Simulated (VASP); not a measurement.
# EuO (Fm-3m) in VASP: further runs, part 3 of 3

VASP 6.6.1. Earlier steps stand in the parts before.

## 5. Single point, PBE, collinear spin, antiferromagnetic start

This run uses another cell than the first one: it holds 4 atoms, not 2.

INCAR reads:

```
  PREC = Accurate
  ENCUT = 600
  EDIFF = 1E-6
  ISMEAR = 0
  SIGMA = 0.05
  LREAL = False
  LASPH = True
  NELM = 200
  ALGO = Normal
  ISIF = 2
  LWAVE = False
  LCHARG = False
  ISPIN = 2
  MAGMOM = 7 -7 0 0
  LORBIT = 11
  LMAXMIX = 6
  GGA = PE
  NBANDS = 35
  GGA_COMPAT = False
```

KPOINTS reads:

```
Automatic mesh
0
Gamma
  8 8 8
```

POSCAR reads:

```
EuO
1.0
   -2.5302957811     -2.5302957811      5.0605915622
   -5.0605915622     -2.5302957811      2.5302957811
   -2.5302957811     -5.0605915622      2.5302957811
Eu O
2 2
Direct
    0.0000000000      0.0000000000      0.0000000000
    0.5000000000      0.5000000000      0.5000000000
    1.2500000000     -0.7500000000     -0.7500000000
    1.7500000000     -0.2500000000     -0.2500000000
```

Potentials or basis: VASP PAW PBE potentials, release 64 (Eu, O).

The run is started by

```bash
$ cat potpaw_PBE.64/Eu/POTCAR potpaw_PBE.64/O/POTCAR > POTCAR
$ mpirun -np 1 vasp_std > vasp.out
```

OUTCAR:

```text
PREC = Accurate
   ENCUT = 600
   EDIFF = 1E-6
   ISMEAR = 0
   LREAL = False
   LASPH = True
   NELM = 200
   ISIF = 2
   ISPIN = 2
   LORBIT = 11
   GGA = PE

 ion  position               nearest neighbor table
   1  0.000  0.000  0.000-   4 2.53   4 2.53   4 2.53   3 2.53   3 2.53   3 2.53
   2  0.500  0.500  0.500-   3 2.53   3 2.53   3 2.53   4 2.53   4 2.53   4 2.53
   3  0.250  0.250  0.250-   1 2.53   1 2.53   1 2.53   2 2.53   2 2.53   2 2.53
   4  0.750  0.750  0.750-   2 2.53   2 2.53   2 2.53   1 2.53   1 2.53   1 2.53

  LATTYP: Found a trigonal (rhomboedric) cell.
 ALAT       =     6.1979335620
 COS(alpha) =     0.8333333333

  Lattice vectors:

 A1 = (  -2.5302957811,  -2.5302957811,   5.0605915622)
 A2 = (  -5.0605915622,  -2.5302957811,   2.5302957811)
 A3 = (  -2.5302957811,  -5.0605915622,   2.5302957811)

Analysis of symmetry for initial positions (statically):
=====================================================================
 Subroutine PRICEL returns following result:

  LATTYP: Found a face centered cubic cell.
 ALAT       =     5.0605915622
[... 12 lines left out ...]
 Subroutine GETGRP returns: Found 12 space group operations
 (whereof 12 operations were pure point group operations)
 out of a pool of 12 trial point group operations.

The static configuration has the point symmetry D_3d.

Analysis of symmetry for dynamics (positions and initial velocities):
=====================================================================
 Subroutine PRICEL returns following result:

  LATTYP: Found a face centered cubic cell.
 ALAT       =     5.0605915622
[... 12 lines left out ...]
 Subroutine GETGRP returns: Found 12 space group operations
 (whereof 12 operations were pure point group operations)
 out of a pool of 12 trial point group operations.

The dynamic configuration has the point symmetry D_3d.

Analysis of structural, dynamic, and magnetic symmetry:
=====================================================================
 Subroutine PRICEL returns following result:

  LATTYP: Found a face centered cubic cell.
 ALAT       =     5.0605915622
[... 12 lines left out ...]
 Subroutine GETGRP returns: Found 12 space group operations
 (whereof 12 operations were pure point group operations)
 out of a pool of 12 trial point group operations.

The overall configuration has the point symmetry D_3d.

 Subroutine INISYM returns: Found 12 space group operations
 (whereof 12 operations are pure point group operations),
 and found     2 'primitive' translations

----------------------------------------------------------------------------------------

                                     Primitive cell

  volume of cell :      32.3999

  direct lattice vectors                    reciprocal lattice vectors
     2.530295781 -2.530295781  0.000000000     0.197605357 -0.197605357  0.197605357
    -0.000000000 -2.530295781 -2.530295781    -0.197605357 -0.197605357 -0.197605357
     2.530295781  0.000000000 -2.530295781     0.197605357  0.197605357 -0.197605357

  length of vectors
     3.578378610  3.578378610  3.578378610     0.342262517  0.342262517  0.342262517

  position of ions in fractional coordinates (direct lattice)
     0.000000000  0.000000000  0.000000000
     0.500000000  0.500000000  0.500000000

  ion indices of the primitive-cell ions
[... 73 lines left out ...]
   ENCUT  =  600.0 eV  44.10 Ry    6.64 a.u.  12.38 12.38 12.38*2*pi/ulx,y,z
   NELM   =    200;   NELMIN=  2; NELMDL= -5     # of ELM steps
   EDIFF  = 0.1E-05   stopping-criterion for ELM
   LREAL  =      F    real-space projection
   EDIFFG = 0.1E-04   stopping-criterion for IOM
   NSW    =      0    number of steps for IOM
   IBRION =     -1    ionic relax: 0-MD 1-quasi-New 2-CG
   NFREE  =      0    steps in history (QN), initial steepest desc. (CG)
   ISIF   =      2    stress and relaxation
   ISYM   =      2    0-nonsym 1-usesym 2-fastsym
   POTIM  = 0.5000    time-step for ionic-motion
   TEBEG  =    0.0;   TEEND  =   0.0 temperature during run
   PSTRESS=    0.0 pullay stress
   NELECT =      46.0000    total number of electrons
   NUPDOWN=      -1.0000    fix difference up-down
   EMIN   =  10.00;   EMAX   =-10.00  energy-range for DOS
   EFERMI =   0.00;   METHOD = LEGACY
   ISMEAR =     0;   SIGMA  =   0.05  broadening in eV -4-tet -1-fermi 0-gaus
   EFERMI_NEDOS =   21; number of points for ismear=-14 and -15
   IALGO  =     38    algorithm
   IMIX   =      4    mixing-type and parameters
     AMIX     =   0.40;   BMIX     =  1.00
     AMIX_MAG =   1.60;   BMIX_MAG =  1.00
  volume/ion in A,a.u.               =      16.20       109.32
  Fermi-wavevector in a.u.,A,eV,Ry     =   1.460392  2.759741 29.017760  2.132745
  Thomas-Fermi vector in A             =   2.576847
   LORBIT       =     11    0 simple, 1 ext, 2 COOP (PROOUT), +10 PAW based schemes
   GGA     = PE    functional components
   LHFCALC =     F    Hartree Fock is set to
   AEXX    =    0.0000 exact exchange contribution
   IVDW    =     0    specifies the selected vdW correction
   LEPSILON=     F    determine dielectric tensor
   LRPA    =     F    only Hartree local field effects (RPA)
 spin polarized calculation
 Gauss-broadening in eV      SIGMA  =   0.05
  energy-cutoff  :      600.00
  volume of cell :       64.80
 maximum number of plane-waves:      2187
 NGX is ok and might be reduce to    50

 number of electron      46.0000000 magnetization      -0.0000000

 number of electron      46.0000000 magnetization       0.0000000

 Free energy of the ion-electron system (eV)
  ---------------------------------------------------
  ext. energy  EPLUGINS =         0.00000000
  ---------------------------------------------------
  free energy    TOTEN  =       -43.99210961 eV

  energy without entropy =      -43.98555229  energy(sigma->0) =      -43.98883095

 E-fermi :   4.9016     XC(G=0): -11.1512

 val. band max:        4.9011502141   @ k =   0.1250   0.1250   0.1250
 cond. band min:       4.9096575823   @ k =   0.0000   0.0000   0.0000
 fundamental gap:      0.0085073681
 Fermi energy:         4.9015583912

 spin component 1

 k-point     1 :       0.0000    0.0000    0.0000
  band No.  band energies     occupation
      1     -36.4307      1.00000
      2     -33.4269      1.00000
      3     -16.4279      1.00000
      4     -14.8637      1.00000
      5     -14.8637      1.00000
      6     -13.9411      1.00000
[... 901 lines left out ...]
     34       9.7176      0.00000
     35       9.7987      0.00000

 [... further k-points ...]

 spin component 2

 k-point     1 :       0.0000    0.0000    0.0000
  band No.  band energies     occupation
      1     -36.4307      1.00000
      2     -33.4269      1.00000
      3     -16.4279      1.00000
      4     -14.8637      1.00000
      5     -14.8637      1.00000
      6     -13.9411      1.00000
[... 901 lines left out ...]
     34       9.7178      0.00000
     35       9.7715      0.00000

 [... further k-points ...]
[... 5 lines left out ...]
  --------------------------------------------------------------------------------------
  -------------------------------------------------------------------------------------
  Total       -0.1155353     -0.1155353     -0.1155353      0.1421493     -0.1421493     -0.1421493
  in kB       -2.8566121     -2.8566121     -2.8566121      3.5146460     -3.5146460     -3.5146460
  external PRESSURE =      -2.8566121 kB  Pullay stress =       0.0000000 kB

 VOLUME and BASIS-vectors are now :
 -----------------------------------------------------------------------------
  energy-cutoff  :      600.00
  volume of cell :       64.80
      direct lattice vectors                 reciprocal lattice vectors
    -2.530295781 -2.530295781  5.060591562     0.098802678  0.098802678  0.296408035
    -5.060591562 -2.530295781  2.530295781    -0.296408035  0.098802678 -0.098802678
    -2.530295781 -5.060591562  2.530295781     0.098802678 -0.296408035 -0.098802678

 POSITION                                       TOTAL-FORCE (eV/Angst)
 -----------------------------------------------------------------------------------
      0.00000      0.00000      0.00000         0.000000      0.000000      0.000000
     -5.06059     -5.06059      5.06059         0.000000     -0.000000     -0.000000
     -2.53030     -2.53030      2.53030        -0.000000      0.000000     -0.000000
     -7.59089     -7.59089      7.59089         0.000000     -0.000000      0.000000
 -----------------------------------------------------------------------------------
    total drift:                                0.000000      0.000000     -0.000000

  FREE ENERGIE OF THE ION-ELECTRON SYSTEM (eV)
  ---------------------------------------------------
  free  energy   TOTEN  =       -43.9921096132 eV

  energy  without entropy=      -43.9855522910  energy(sigma->0) =      -43.98883095

 total charge

# of ion       s       p       d       f       tot
--------------------------------------------------
    1        2.032   5.769   0.424   6.597  14.822
    2        2.032   5.769   0.424   6.597  14.822
    3        1.552   3.411   0.000   0.000   4.963
    4        1.552   3.411   0.000   0.000   4.963
--------------------------------------------------
tot          7.169  18.359   0.847  13.195  39.570

 magnetization (x)

# of ion       s       p       d       f       tot
--------------------------------------------------
    1       -0.014  -0.108   0.070   6.530   6.478
    2        0.014   0.108  -0.070  -6.530  -6.478
    3        0.000   0.000   0.000   0.000   0.000
    4        0.000   0.000   0.000   0.000   0.000
--------------------------------------------------
tot          0.000   0.000   0.000   0.000   0.000
```

OSZICAR:

```text
N       E                     dE             d eps       ncg     rms          rms(c)
DAV:   1     0.408417457048E+03    0.40842E+03   -0.18004E+04 12879   0.675E+03
DAV:   2     0.719570112828E+02   -0.33646E+03   -0.27364E+03 12643   0.542E+02
DAV:   3    -0.288454172643E+02   -0.10080E+03   -0.95077E+02 14148   0.261E+02
[... 25 lines left out ...]
DAV:  29    -0.439921147666E+02    0.92194E-05   -0.16951E-05 14752   0.312E-02    0.721E-01
DAV:  30    -0.439921180296E+02   -0.32630E-05   -0.80147E-07  8816   0.159E-02    0.627E-01
DAV:  31    -0.439921125905E+02    0.54391E-05   -0.68731E-06 14416   0.419E-02    0.259E-01
DAV:  32    -0.439921093093E+02    0.32812E-05   -0.16171E-05 14071   0.259E-02    0.197E-01
DAV:  33    -0.439921096132E+02   -0.30388E-06   -0.16338E-06  8408   0.102E-02
   1 F= -.43992110E+02 E0= -.43988831E+02  d E =-.655732E-02  mag=     0.0000
```

stdout:

```text
POSCAR found type information on POSCAR EuO
 POSCAR found :  2 types and       4 ions
 scaLAPACK will be used
 LDA part: xc-table for (Slater+PW92), standard interpolation
 POSCAR, INCAR and KPOINTS ok, starting setup
 FFT: planning ... GRIDC
 FFT: planning ... GRID_SOFT
 FFT: planning ... GRID
 WAVECAR not read
 entering main loop
```

Wall time 19 min (1 thread of Intel Xeon 6975P-C (Granite Rapids), shared host); peak memory 0.65 GiB.

The run converged, but its numbers aren't listed here, since they failed a check.

Caveat: the result breaks the symmetry of the cell; spin-orbit coupling is left out, which moves the levels of the heavy elements; semilocal functionals describe open f shells poorly, which spoils levels, moments and volumes.

## 6. Overview

| cell | gap on the mesh (eV) | pressure (GPa) | moment (μB) |
| --- | --- | --- | --- |
| a = 3.530 Å, angles 60.0°, 2 atoms | none | 4.0 | 6.92 |
| a = 3.578 Å, angles 60.0°, 2 atoms | none | -0.2 | 6.95 |
| a = 3.625 Å, angles 60.0°, 2 atoms | none | -3.7 | 6.97 |

Alike in all rows: task single point; level PBE; potentials or basis VASP PAW PBE potentials, release 64 (Eu, O); spin collinear, ferromagnetic start; k mesh 12 × 12 × 12; cutoff (eV) 600; smearing gaussian 0.05 eV.

Caveats: spin-orbit coupling is left out, which moves the levels of the heavy elements; a cell with one magnetic atom can't hold antiferromagnetic order, which such compounds often take; semilocal functionals describe open f shells poorly, which spoils levels, moments and volumes; the cell stands under pressure (at least some runs); the cell stands under tension (at least some runs).

Total energies depend on the potentials used, so only differences within one code and one set of settings carry meaning.

## 7. Comparison with measurements

Step 3. Against the measured gap of EuO, 1.115 eV (optical; 300 K; a printed reference work, monograph), the calculated 0.00 eV is off by -1.11 eV. So large a miss can be the level of theory's own, or it may mean another phase, state or a wrong row. Spin-orbit coupling on Eu is left out. The value is that of PBE on a finite k mesh, which can miss the band edges, without temperature or zero-point motion. Semilocal functionals fall short of measured gaps as a rule. The run's magnetic order (collinear spin, ferromagnetic start) needn't be the measured crystal's.
